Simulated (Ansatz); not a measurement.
**Ligand exchange: C2H3BrO + C2H6OSn → C2H4O2 + C2H5BrSn**

Species: C2H3BrO `CC(=O)Br`, singlet; C2H6OSn `C[CH2][Sn][OH]`, singlet; C2H4O2 (acetic acid) `CC(=O)O`, singlet; C2H5BrSn `C[CH2][Sn][Br]`, singlet. The partners trade Br for OH: C–Br and Sn–OH bonds give way to C–OH and Sn–Br.

Shapes, held fixed at every level: PBE0-D4/def2-TZVP. Flexible molecules stand in one conformer, not always the lowest. Programs: Ansatz 0.2.0. The zero-point and thermal change to 298 K, harmonic and unscaled (PBE0-D4/def2-TZVP), is +7.1 kJ/mol.

Task: Estimate ΔH(298 K) of this reaction.

Result: The highest level, CCSD(T)/def2-TZVPP, gives ΔH(298 K) = -115.2 kJ/mol; the levels span -150.3 to -106.7. The column of differences is taken from that level and isn't an error. No measured value is set beside it here. For atoms past krypton def2 sets carry core potentials with scalar relativity. Relativity is left out for Br. Outer-core shells of Br, Sn are correlated in most correlated rows, in sets that cover them unevenly. Times are processor times on shared x86 and Arm servers, and rough.

```csv
level,kind,ΔH(298 K) (kJ/mol),less CCSD(T)/def2-TZVPP,CPU time (sum over the molecules)
PBE-D4/def2-TZVPP,GGA,-106.7,+8.5,41 s
r2SCAN-D4/def2-TZVPP,meta-GGA,-113.3,+1.9,72 s
PBE0-D4/def2-TZVPP,global hybrid,-126.9,-11.7,49 s
r2SCAN0-D4/def2-TZVPP,global hybrid,-130.4,-15.2,75 s
wB97M-V/def2-TZVPP,range-separated hybrid,-123.4,-8.2,3 min
CCSD(T)/def2-SVP,coupled cluster or CI,-143.2,-28.0,2 min
CCSD/def2-SVP,coupled cluster or CI,-150.3,-35.1,–
CCSD(T)/def2-TZVPP,coupled cluster or CI,-115.2,0.0,28 min
```
